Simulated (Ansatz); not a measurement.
A run of Ansatz 0.2.0 is set up as follows.

The input input.yaml:

```yaml
crystal:
  lattice:
    - [0.0, 2.2239077028, 2.2239077028]
    - [2.2239077028, 0.0, 2.2239077028]
    - [2.2239077028, 2.2239077028, 0.0]
  atoms:
    - { symbol: Mn, position: [0.0, 0.0, 0.0], spin: 4.0 }
    - { symbol: O, position: [0.5, 0.5, 0.5] }
hamiltonian:
  xc: { exchange: rpw86, correlation: pbe }
  pseudopotentials: { kind: paw }
magnetization:
  spin_polarized: true
kpoints:
  mp_grid: { grid: [10, 10, 10] }
  band_path:
    path:
      - [[0.0, 0.0, 0.0], [0.5, 0.0, 0.5], [0.5, 0.25, 0.75], [0.375, 0.375, 0.75], [0.0, 0.0, 0.0], [0.5, 0.5, 0.5], [0.625, 0.25, 0.625], [0.5, 0.25, 0.75], [0.5, 0.5, 0.5], [0.375, 0.375, 0.75]]
      - [[0.625, 0.25, 0.625], [0.5, 0.0, 0.5]]
    npoints: 14
scf:
  occupations: { method: fermi_dirac, width: 0.05 }
  n_extra_bands: 6
output:
  forces: true
  stress: true
  eigenvalues: true
  fatbands: true
```

Potentials or basis: Ansatz PAW.

The run is started by

```sh
$ ansatz run input.yaml --threads 2 --pin off --max-ram 5120MiB --backend cpu --events-out ev --progress --plain --runs-dir out
```

**Question.** What does it give for the pressure?

**Answer.** 4.2 GPa.

**Question.** Estimate the absolute moment.

**Answer.** 4.72 μB per cell.

Levels at the corners of the path, in eV from the Fermi level:
Spin up:
```
point  band 11  band 12  band 13  band 14  band 15  band 16
    Γ    -3.13    -2.59    -2.59    -0.38    14.44    16.51
    X    -1.97    -1.97    -1.83     5.04     7.94    10.74
    W    -1.97    -1.91    -0.87     6.99     8.45     8.45
    K    -1.90    -1.57    -0.91     6.40     8.07     8.31
    Γ    -3.13    -2.59    -2.59    -0.38    14.44    16.51
    L    -1.82     0.24     0.24     3.73     7.73    11.94
    U    -1.90    -1.57    -0.91     6.40     8.07     8.31
    W    -1.97    -1.91    -0.87     6.99     8.45     8.45
    L    -1.82     0.24     0.24     3.73     7.73    11.94
    K    -1.90    -1.57    -0.91     6.40     8.07     8.31
    U    -1.90    -1.57    -0.91     6.40     8.07     8.31
    X    -1.97    -1.97    -1.83     5.04     7.94    10.74
```
Spin down:
```
point  band 4  band 5  band 6  band 7  band 8  band 9  band 10  band 11  band 12  band 13
    Γ  -45.83  -19.84   -3.42   -3.42   -3.42    0.59     0.59     0.59     0.81     1.20
    X  -45.86  -18.93   -6.42   -4.38   -4.38   -0.92     1.78     1.98     2.21     2.21
    W  -45.86  -18.84   -5.71   -5.71   -5.29    1.13     1.13     1.96     2.22     2.74
    K  -45.85  -18.86   -6.07   -5.74   -4.70    0.32     1.98     2.01     2.18     2.64
    Γ  -45.83  -19.84   -3.42   -3.42   -3.42    0.59     0.59     0.59     0.81     1.20
    L  -45.84  -18.89   -7.39   -4.92   -4.92    1.76     1.79     1.79     3.47     3.47
    U  -45.85  -18.86   -6.07   -5.74   -4.70    0.32     1.98     2.01     2.18     2.64
    W  -45.86  -18.84   -5.71   -5.71   -5.29    1.13     1.13     1.96     2.22     2.74
    L  -45.84  -18.89   -7.39   -4.92   -4.92    1.76     1.79     1.79     3.47     3.47
    K  -45.85  -18.86   -6.07   -5.74   -4.70    0.32     1.98     2.01     2.18     2.64
    U  -45.85  -18.86   -6.07   -5.74   -4.70    0.32     1.98     2.01     2.18     2.64
    X  -45.86  -18.93   -6.42   -4.38   -4.38   -0.92     1.78     1.98     2.21     2.21
```

Caveat: the pressure holds a Pulay correction of +0.6 GPa for the finite cutoff; a cell with one magnetic atom can't hold antiferromagnetic order, which such compounds often take; semilocal functionals often make such compounds metallic where correlation or magnetic order opens a gap, which also shifts bond lengths; the PAW data sets come from PBE, with cores solved anew for the run's functional, which leaves a small shift of forces and pressure.
